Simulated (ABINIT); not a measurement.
Crystal: Ga.

```
Ga
1.0
     4.44947    0.00000    0.00000
    -2.22474    3.85336    0.00000
     0.00000    0.00000    2.76520
Ga
2
Direct
  0.33333 0.66667 0.50000
  0.66667 0.33333 0.50000
```

The cell was built by a generator and needn't be a form met in nature.

Base run:

```yaml
Program: ABINIT 10.8.3 (patched build)
Functional: WC
Potentials_or_basis: JTH PAW PBE v2.0
Cutoff: 544 eV
k_mesh: 7 × 7 × 10
Occupations: fermi-dirac, width 0.05 eV
Spin: no spin polarisation
```

Its results: band gap on the k mesh none (metal or under the smearing width); pressure -2.4 GPa.

Question: The run is repeated on the same cell with these changes: functional from WC to PW91. What comes out?

Answer: Band gap on the k mesh none (metal or under the smearing width); pressure 0.0 GPa.

PW91 binds less tightly than WC, so the same cell stands under more pressure.

Caveats: the PAW data sets were made with another functional, which shifts forces and pressure a little.
